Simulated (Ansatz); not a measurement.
Crystal: Mo.

```
Mo
1.0
    -1.58381    1.58381    1.58381
     1.58381   -1.58381    1.58381
     1.58381    1.58381   -1.58381
Mo
1
Direct
  0.00000 0.00000 0.00000
```

- Program: Ansatz 0.2.0
- Task: relaxation of cell and atoms
- Functional: PBE
- Dispersion: D3(BJ)-ATM
- Potentials or basis: Ansatz PAW
- Cutoff: 420 eV (not typed: the program's choice for these potentials)
- k mesh: 12 × 12 × 12
- Occupations: fermi-dirac, width 0.05 eV
- Spin: no spin polarisation

At the start: volume 15.89 Å³/atom.

**Question.** How do energy, volume and symmetry change on relaxing?

**Answer.** It ends after 4 steps and the volume is 15.42 Å³/atom (-3.0 %); space group Im-3m (No. 229, to 0.05 Å).

Step by step:
| step | energy change (eV) | largest force (eV/Å) | volume (Å³) |
| --- | --- | --- | --- |
| 1 | 0.0000 | 0.0000 | 15.89 |
| 2 | -0.0119 | 0.0000 | 15.47 |
| 3 | -0.0120 | 0.0000 | 15.42 |
| 4 | -0.0119 | 0.0000 | 15.42 |

Final structure:
```
CELL_PARAMETERS angstrom
-1.56797 1.56797 1.56797
1.56797 -1.56797 1.56797
1.56797 1.56797 -1.56797
ATOMIC_POSITIONS crystal
Mo 0.00000 0.00000 0.00000
```

Caveat: the plane-wave basis is chosen anew once the cell has moved, so the energies of steps on either side of that aren't comparable; pairwise dispersion overbinds metals, which lowers pressure and volume.
